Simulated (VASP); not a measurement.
A run of VASP 6.6.1 is set up as follows.

POSCAR

```
NaI
1.0
    4.1674095145      0.0000000000      0.0000000000
    0.0000000000      4.1674095145      0.0000000000
    0.0000000000      0.0000000000      4.0405366633
Na I
1 1
Direct
    0.0000000000      0.0000000000      0.0000000000
    0.5000000000      0.5000000000      0.5000000000
```

INCAR.step1

```
SYSTEM = NaI
  PREC = Accurate
  ENCUT = 520
  ISMEAR = 0
  SIGMA = 0.01
  LREAL = .False.
  LASPH = .True.
  NELM = 100
  NBANDS = 14
  GGA = PE
  ALGO = Normal
  EDIFF = 1E-4
  LWAVE = .True.
  LCHARG = .False.
```

Contents of INCAR.step2:

```
SYSTEM = NaI
  PREC = Accurate
  ENCUT = 520
  EDIFF = 1E-7
  ISMEAR = 0
  SIGMA = 0.01
  LREAL = .False.
  LASPH = .True.
  NELM = 100
  ALGO = Normal
  ISIF = 2
  LWAVE = .False.
  LCHARG = .False.
  METAGGA = R2SCAN
  LMIXTAU = .True.
  NBANDS = 14
  ISTART = 1
```

The input KPOINTS:

```
regular mesh
0
Gamma
  6 6 6
  0 0 0
```

Potentials or basis: VASP PAW PBE potentials, release 64 (Na_pv, I).

Run with:

```sh
$ cat potpaw_PBE.64/Na_pv/POTCAR potpaw_PBE.64/I/POTCAR > POTCAR
$ cp INCAR.step1 INCAR
$ mpirun -np 1 vasp_std > vasp.out
$ cp INCAR.step2 INCAR
$ mpirun -np 1 vasp_std > vasp.out
```

Estimate the pressure.

-1.0 GPa.

Estimate the band gap on the k mesh.

2.82 eV, indirect (least direct gap 3.25 eV).

Stress tensor (GPa, compression positive):
```
-1.45  0.00  0.00
 0.00 -1.45  0.00
 0.00  0.00 -0.06
```

Caveat: the PAW data sets were made with another functional, which shifts forces and pressure a little; spin-orbit coupling is left out, which moves the levels of the heavy elements. A k mesh can miss the band edges.
